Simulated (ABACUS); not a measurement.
# AlCo (Pm-3m) in ABACUS: convergence with wavefunction cutoff

Aim: find how far wavefunction cutoff must go before the results for AlCo settle, at LDA. This setting moves, with any that are tied to it; all else stays.

All numbers are computed with ABACUS 3.10.1; they aren't measurements. Logs are shortened: lines on timing, memory, paths and dates and some standing lists are left out, and cuts for length are marked.

### 1 Starting point

Symmetry: Pm-3m, No. 221, cubic system. The conventional cell has a = 2.819 Å, b = 2.819 Å, c = 2.819 Å, α = 90.00°, β = 90.00°, γ = 90.00°. Around Co (site symmetry m-3m) lie 8 Al at 2.44 Å. Al (site symmetry m-3m) has 8 Co at 2.44 Å as nearest neighbours.

The cell is a database's computed one.

### 2 With wavefunction cutoff 14 Ry

INPUT

```
INPUT_PARAMETERS
suffix              AlCo
calculation         scf
basis_type          pw
pseudo_dir          ./
symmetry            1
dft_functional      pz
ecutwfc             14
pseudo_rcut         10
nspin               2
nbands              15
ks_solver           dav
smearing_method     fd
smearing_sigma      0.00734986
scf_thr             1e-08
scf_nmax            100
mixing_type         broyden
mixing_beta         0.4
cal_force           1
cal_stress          1
ecutrho             112
kpar                4
```

STRU

```
ATOMIC_SPECIES
Co 58.9332 co_lda_v1.2.uspp.F.UPF
Al 26.9815 al_lda_v1.uspp.F.UPF

LATTICE_CONSTANT
1.8897261246

LATTICE_VECTORS
2.8194032100 0.0000000000 0.0000000000
0.0000000000 2.8194032100 0.0000000000
0.0000000000 0.0000000000 2.8194032100

ATOMIC_POSITIONS
Direct

Co
0.0
1
0.5000000000 0.5000000000 0.5000000000 1 1 1 mag 2

Al
0.0
1
0.0000000000 0.0000000000 0.0000000000 1 1 1 mag 0
```

KPT

```
K_POINTS
0
Gamma
7 7 7 0 0 0
```

Potentials or basis: GBRV ultrasoft 1.5 LDA, plane waves.

The run is started by

```console
> OMP_NUM_THREADS=1 mpirun -np 4 abacus > log
```

It took 3.2 s on 4 MPI ranks of Intel Xeon Platinum 8488C (Sapphire Rapids), shared host; peak memory 0.24 GiB.

Results:

| Item | Value |
| --- | --- |
| Free energy | -3985.1134 eV |
| Pressure | -3465.2 GPa |
| Band gap on the k mesh | none (metal or under the smearing width) |
| Net moment | 0.00 μB per cell |
| Absolute moment | 0.00 μB per cell |

### 3 With wavefunction cutoff 18 Ry

INPUT: that of step 2 with these lines changed.

```diff
@@ -7,3 +7,3 @@
 dft_functional      pz
-ecutwfc             14
+ecutwfc             18
 pseudo_rcut         10
@@ -20,3 +20,3 @@
 cal_stress          1
-ecutrho             112
+ecutrho             144
 kpar                4
```

STRU is that of step 2.

KPT is that of step 2.

Potentials or basis: GBRV ultrasoft 1.5 LDA, plane waves.

The run is started by

```console
> OMP_NUM_THREADS=1 mpirun -np 4 abacus > log
```

It took 5.5 s on 4 MPI ranks of Intel Xeon Platinum 8488C (Sapphire Rapids), shared host; peak memory 0.28 GiB.

Results:

| Item | Value |
| --- | --- |
| Free energy | -4105.7023 eV |
| Pressure | -1280.8 GPa |
| Band gap on the k mesh | none (metal or under the smearing width) |
| Net moment | 0.00 μB per cell |
| Absolute moment | 0.00 μB per cell |

### 4 With wavefunction cutoff 22 Ry

INPUT: that of step 3 with these lines changed.

```diff
@@ -7,3 +7,3 @@
 dft_functional      pz
-ecutwfc             18
+ecutwfc             22
 pseudo_rcut         10
@@ -20,3 +20,3 @@
 cal_stress          1
-ecutrho             144
+ecutrho             176
 kpar                4
```

STRU is that of step 3.

KPT is that of step 3.

The run is started by

```console
> OMP_NUM_THREADS=1 mpirun -np 4 abacus > log
```

It took 6.7 s on 4 MPI ranks of Intel Xeon Platinum 8488C (Sapphire Rapids), shared host; peak memory 0.28 GiB.

Results:

| Item | Value |
| --- | --- |
| Free energy | -4138.6061 eV |
| Pressure | -449.6 GPa |
| Band gap on the k mesh | none (metal or under the smearing width) |
| Net moment | 0.00 μB per cell |
| Absolute moment | 0.00 μB per cell |

### 5 With wavefunction cutoff 28 Ry

INPUT: that of step 4 with these lines changed.

```diff
@@ -7,3 +7,3 @@
 dft_functional      pz
-ecutwfc             22
+ecutwfc             28
 pseudo_rcut         10
@@ -20,3 +20,3 @@
 cal_stress          1
-ecutrho             176
+ecutrho             224
 kpar                4
```

STRU is that of step 4.

KPT is that of step 4.

The run is started by

```console
> OMP_NUM_THREADS=1 mpirun -np 4 abacus > log
```

Wall time 8.3 s (4 MPI ranks of Intel Xeon Platinum 8488C (Sapphire Rapids), shared host); peak memory 0.32 GiB.

What came out:

- Free energy: -4149.5737 eV
- Pressure: -76.8 GPa
- Band gap on the k mesh: none (metal or under the smearing width)
- Net moment: 0.00 μB per cell
- Absolute moment: 0.00 μB per cell

### 6 With wavefunction cutoff 34 Ry

INPUT: that of step 5 with these lines changed.

```diff
@@ -7,3 +7,3 @@
 dft_functional      pz
-ecutwfc             28
+ecutwfc             34
 pseudo_rcut         10
@@ -20,3 +20,3 @@
 cal_stress          1
-ecutrho             224
+ecutrho             272
 kpar                4
```

STRU is that of step 5.

KPT is that of step 5.

Potentials or basis: GBRV ultrasoft 1.5 LDA, plane waves.

The run is started by

```console
> OMP_NUM_THREADS=1 mpirun -np 4 abacus > log
```

It took 11 s on 4 MPI ranks of Intel Xeon Platinum 8488C (Sapphire Rapids), shared host; peak memory 0.36 GiB.

The run converged. Its results:

```
Free energy            : -4150.8024 eV
Pressure               : -12.1 GPa
Band gap on the k mesh : none (metal or under the smearing width)
Net moment             : 0.00 μB per cell
Absolute moment        : 0.00 μB per cell
```

### 7 With wavefunction cutoff 40 Ry

INPUT: that of step 6 with these lines changed.

```diff
@@ -7,3 +7,3 @@
 dft_functional      pz
-ecutwfc             34
+ecutwfc             40
 pseudo_rcut         10
@@ -20,3 +20,3 @@
 cal_stress          1
-ecutrho             272
+ecutrho             320
 kpar                4
```

STRU is that of step 6.

KPT is that of step 6.

The run is started by

```console
> OMP_NUM_THREADS=1 mpirun -np 4 abacus > log
```

Wall time 13 s (4 MPI ranks of Intel Xeon Platinum 8488C (Sapphire Rapids), shared host); peak memory 0.48 GiB.

Results (log left out):

| Item | Value |
| --- | --- |
| Free energy | -4150.8666 eV |
| Pressure | -5.4 GPa |
| Band gap on the k mesh | none (metal or under the smearing width) |
| Net moment | 0.00 μB per cell |
| Absolute moment | 0.00 μB per cell |

### 8 With wavefunction cutoff 48 Ry

INPUT: that of step 7 with these lines changed.

```diff
@@ -7,3 +7,3 @@
 dft_functional      pz
-ecutwfc             40
+ecutwfc             48
 pseudo_rcut         10
@@ -20,3 +20,3 @@
 cal_stress          1
-ecutrho             320
+ecutrho             384
 kpar                4
```

STRU is that of step 7.

KPT is that of step 7.

The run is started by

```console
> OMP_NUM_THREADS=1 mpirun -np 4 abacus > log
```

Run time: 15 s. Hardware: 4 MPI ranks of Intel Xeon Platinum 8488C (Sapphire Rapids), shared host; peak memory 0.56 GiB.

It converged, with:

```
Free energy            : -4150.8758 eV
Pressure               : -5.8 GPa
Band gap on the k mesh : none (metal or under the smearing width)
Net moment             : 0.00 μB per cell
Absolute moment        : 0.00 μB per cell
```

### 9 With wavefunction cutoff 60 Ry

INPUT: that of step 8 with these lines changed.

```diff
@@ -7,3 +7,3 @@
 dft_functional      pz
-ecutwfc             48
+ecutwfc             60
 pseudo_rcut         10
@@ -20,3 +20,3 @@
 cal_stress          1
-ecutrho             384
+ecutrho             480
 kpar                4
```

STRU is that of step 8.

KPT is that of step 8.

Potentials or basis: GBRV ultrasoft 1.5 LDA, plane waves.

The run is started by

```console
> OMP_NUM_THREADS=1 mpirun -np 4 abacus > log
```

running log:

```text
ABACUS v3.10.1

               Atomic-orbital Based Ab-initio Computation at UStc

 ------------------------------------------------------------------------------------

 READING GENERAL INFORMATION
                           global_out_dir = OUT.AlCo/
                           global_in_card = INPUT
                               pseudo_dir = ./
                              orbital_dir =
                                    DSIZE = 4
                                    GSIZE = 1

 READING UNITCELL INFORMATION
                                    ntype = 2
                  lattice constant (Bohr) = 1.88973
              lattice constant (Angstrom) = 1

 READING ATOM TYPE 1
                               atom label = Co
                      L=0, number of zeta = 1
                      L=1, number of zeta = 1
                      L=2, number of zeta = 1
             number of atom for this type = 1
               magnetization of element 1 = 2

 READING ATOM TYPE 2
                               atom label = Al
                      L=0, number of zeta = 1
                      L=1, number of zeta = 1
                      L=2, number of zeta = 1
             number of atom for this type = 1
               magnetization of element 2 = 0

                        TOTAL ATOM NUMBER = 2
DIRECT COORDINATES
    atom                   x                   y                   z     mag                  vx                  vy                  vz
taud_Co1            0.5000000000        0.5000000000        0.5000000000  2.0000        0.0000000000        0.0000000000        0.0000000000
taud_Al1            0.0000000000        0.0000000000        0.0000000000  0.0000        0.0000000000        0.0000000000        0.0000000000

                          Volume (Bohr^3) = 151.241
                             Volume (A^3) = 22.4115

 Lattice vectors: (Cartesian coordinate: in unit of a_0)
              +2.8194                  +0                  +0
                   +0             +2.8194                  +0
                   +0                  +0             +2.8194
 Reciprocal vectors: (Cartesian coordinate: in unit of 2 pi/a_0)
            +0.354685                  -0                  +0
                   -0           +0.354685                  -0
                   +0                  -0           +0.354685
 The esolver type has been set to : ksdft_pw

                PAO radial cut off (Bohr) = 10

 Read in pseudopotential file is co_lda_v1.2.uspp.F.UPF
                     pseudopotential type = US
          exchange-correlation functional = PZ
                 nonlocal core correction = 1
                        valence electrons = 17
                                     lmax = 2
                           number of zeta = 5
                     number of projectors = 6
                           L of projector = 0
                           L of projector = 0
                           L of projector = 1
                           L of projector = 1
                           L of projector = 2
                           L of projector = 2
                PAO radial cut off (Bohr) = 10

[... 198 lines left out ...]

 number of pseudo atomic orbitals for Al is 2
WARNING: norm of atomic wavefunction # 1 of atomic type Al is 0.99999, renormalized
WARNING: norm of atomic wavefunction # 2 of atomic type Al is 0.998923, renormalized

 -------------------------------------------
 SELF-CONSISTENT
 -------------------------------------------
                                 init_chg = atomic

 PW ALGORITHM --------------- ION=   1  ELEC=   1--------------------------------

          total magnetism (Bohr mag/cell) = 0.24974
       absolute magnetism (Bohr mag/cell) = 0.562901
                        nelec for spin up = 10.1249
                      nelec for spin down = 9.87513
[... 193 lines left out ...]
 Density error is 3.00492968747e-09
                          Error Threshold = 1.8813536557e-10
----------------------------------------------------------
     Energy           Rydberg                 eV
----------------------------------------------------------
 E_KohnSham     -305.0842744451      -4150.8845026489
 E_KS(sigma->0) -305.0834143609      -4150.8728006027
 E_Harris       -305.0852918836      -4150.8983456101
 E_band         -20.6024309102       -280.3104530294
 E_one_elec     -210.6037459880      -2865.4109655812
 E_Hartree      116.2689984574       1581.9208797734
 E_xc           -36.6994697025       -499.3219015327
 E_Ewald        -174.0483370435      -2368.0491112160
 E_entropy(-TS) -0.0017201684        -0.0234040923
 E_descf        0.0000000000         0.0000000000
 E_exx          0.0000000000         0.0000000000
 E_Fermi        1.0645428827         14.4838489697
----------------------------------------------------------

 charge density convergence is achieved
 final etot is -4150.8845026 eV
 EFERMI = 14.48384897 eV

 STATE ENERGY(eV) AND OCCUPATIONS    NSPIN == 2
SPIN UP :
 1/5 kpoint (Cartesian) = 0.0000 0.0000 0.0000 (1213 pws)
       1       -79.4454     0.00291545
       2       -43.1555     0.00291545
       3       -43.1555     0.00291545
       4       -43.1555     0.00291545
       5        3.25486     0.00291545
       6        11.4347     0.00291545
       7        11.4347     0.00291545
       8        13.6921     0.00291439
       9        13.6921     0.00291439
      10        13.6921     0.00291439
      11        20.5999    8.00097e-30
      12        20.5999    8.00097e-30
      13        20.5999    8.00097e-30
      14        23.5555    1.16659e-42
      15        23.5555    1.16659e-42
[... 54 lines left out ...]
       2       -43.1643      0.0349854
       3       -43.1639      0.0349854
       4       -43.1539      0.0349854
       5        4.03898      0.0349854
       6        11.4620      0.0349854
       7        11.5386      0.0349854
       8        13.2407      0.0349853
       9        13.4713      0.0349840
      10        13.5600      0.0349820
      11        18.1799    3.10601e-18
      12        19.0424    5.57858e-22
      13        21.6649    2.27604e-33
      14        24.4922    1.19676e-45
      15        27.1799    2.54475e-57

SPIN DOWN :
 1/5 kpoint (Cartesian) = 0.0000 0.0000 0.0000 (1213 pws)
       1       -79.4454     0.00291545
       2       -43.1555     0.00291545
       3       -43.1555     0.00291545
       4       -43.1555     0.00291545
       5        3.25487     0.00291545
       6        11.4347     0.00291545
       7        11.4347     0.00291545
       8        13.6921     0.00291439
       9        13.6921     0.00291439
      10        13.6921     0.00291439
      11        20.5999    8.00064e-30
      12        20.5999    8.00064e-30
      13        20.5999    8.00064e-30
      14        23.5555    1.16641e-42
      15        23.5555    1.16641e-42

[... levels at 4 further k points ...]

------------------------------------------------------------------------------------------
 TOTAL-FORCE (eV/Angstrom)
------------------------------------------------------------------------------------------
                       Co1         0.0000000000         0.0000000000         0.0000000000
                       Al1         0.0000000000         0.0000000000         0.0000000000
------------------------------------------------------------------------------------------

----------------------------------------------------------------
 TOTAL-STRESS (KBAR)
----------------------------------------------------------------
       -54.7573615797        -0.0000000000        -0.0000000000
        -0.0000000000       -54.7573615797         0.0000000000
        -0.0000000000         0.0000000000       -54.7573615797
----------------------------------------------------------------
 TOTAL-PRESSURE: -54.757362 KBAR

 --------------------------------------------
 !FINAL_ETOT_IS -4150.8845026488561416 eV
 --------------------------------------------
```

stdout:

```text
ABACUS v3.10.1

               Atomic-orbital Based Ab-initio Computation at UStc

%%%%%%%%%%%%%%%%%%%%%%%%%%%%%%%%%%%%%%%%%%%%%%%%%%%%%%%%%%%%%%%%%%%%%%%%%%%%%%%%%%%%%%%%%%%%%%%%%%%%%%%%%
 Warning: the number of valence electrons in pseudopotential > 9 for Co: [Ar] 3d7 4s2
[... 40 lines left out ...]
 TOTAL-STRESS (KBAR)
----------------------------------------------------------------
       -54.7573615797        -0.0000000000        -0.0000000000
        -0.0000000000       -54.7573615797         0.0000000000
        -0.0000000000         0.0000000000       -54.7573615797
----------------------------------------------------------------
 TOTAL-PRESSURE: -54.757362 KBAR
```

Wall time 31 s (4 MPI ranks of Intel Xeon Platinum 8488C (Sapphire Rapids), shared host); peak memory 0.68 GiB.

Results:

- Free energy: -4150.8845 eV
- Pressure: -5.5 GPa
- Band gap on the k mesh: none (metal or under the smearing width)
- Net moment: 0.00 μB per cell
- Absolute moment: 0.00 μB per cell

### 10 The series at a glance

| wavefunction cutoff | energy less the tightest run, at zero smearing (meV/atom) | pressure (GPa) | SCF cycles | CPU time (s) |
| --- | --- | --- | --- | --- |
| 14 Ry | 82891.09 | -3465.16 | 11 | 12 |
| 18 Ry | 22597.68 | -1280.79 | 14 | 22 |
| 22 Ry | 6141.06 | -449.64 | 17 | 26 |
| 28 Ry | 655.29 | -76.81 | 13 | 33 |
| 34 Ry | 41.07 | -12.06 | 13 | 43 |
| 40 Ry | 8.93 | -5.43 | 13 | 50 |
| 48 Ry | 4.36 | -5.83 | 13 | 60 |
| 60 Ry | 0.00 | -5.48 | 13 | 120 |

Not settled before the last step: the energy (to 1 meV/atom), the pressure (to 0.1 GPa). The tightest run that finished is the yardstick and may itself not be fully converged.

Caveats: the starting moments collapsed, and a magnetic state may lie lower.
